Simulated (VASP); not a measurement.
# CaSe: single point with r2SCAN

**The experiment to reproduce.**

A printed reference work, monograph, original work of 1988 reports, for a bulk crystal of CaSe at 2 K: band gap 3.85 eV (indirect).

Crystal: CaSe.

```
Ca Se
1.0
     0.00000    2.96753    2.96753
     2.96753    0.00000    2.96753
     2.96753    2.96753    0.00000
Ca Se
1 1
Direct
  0.00000 0.00000 0.00000
  0.50000 0.50000 0.50000
```

```
Program             : VASP 6.6.1
Task                : single point
Functional          : r2SCAN
Potentials or basis : VASP PAW PBE potentials, release 64 (Ca_sv, Se)
Cutoff              : 520 eV
k mesh              : 6 × 6 × 6
Occupations         : fermi-dirac, width 0.02 eV
Spin                : no spin polarisation
```

```yaml
Pressure: 0.2 GPa
Band_gap_on_the_k_mesh: 2.52 eV, indirect (least direct gap 3.46 eV)
```

Levels at points of the mesh, in eV from the valence-band top:
| k point | band 4 | band 5 | band 6 | band 7 | band 8 | band 9 | band 10 | band 11 | band 12 | band 13 |
| --- | --- | --- | --- | --- | --- | --- | --- | --- | --- | --- |
| (0.00, 0.00, 0.00) | -21.44 | -12.16 | 0.00 | 0.00 | 0.00 | 4.08 | 4.23 | 4.23 | 4.23 | 4.82 |
| (0.50, 0.00, 0.00) | -21.45 | -11.45 | -3.24 | -1.17 | -1.17 | 5.10 | 6.07 | 6.09 | 6.09 | 8.10 |
| (0.50, 0.50, 0.00) | -21.47 | -11.57 | -2.52 | -0.94 | -0.94 | 2.52 | 5.60 | 5.76 | 6.62 | 6.62 |

Wall time 33 s on 1 thread of Intel(R) Xeon(R) Platinum 8488C (Sapphire Rapids), on a shared host, peak memory 0.19 GiB.

Against the measured gap of CaSe, 3.85 eV (indirect; 2 K; a printed reference work, monograph, original work of 1988), the calculated 2.52 eV is off by -1.33 eV. Spin-orbit coupling on Se is left out. The value is that of r2SCAN on a finite k mesh, which can miss the band edges, without temperature or zero-point motion.

Caveat: the PAW data sets were made with another functional, which shifts forces and pressure a little.
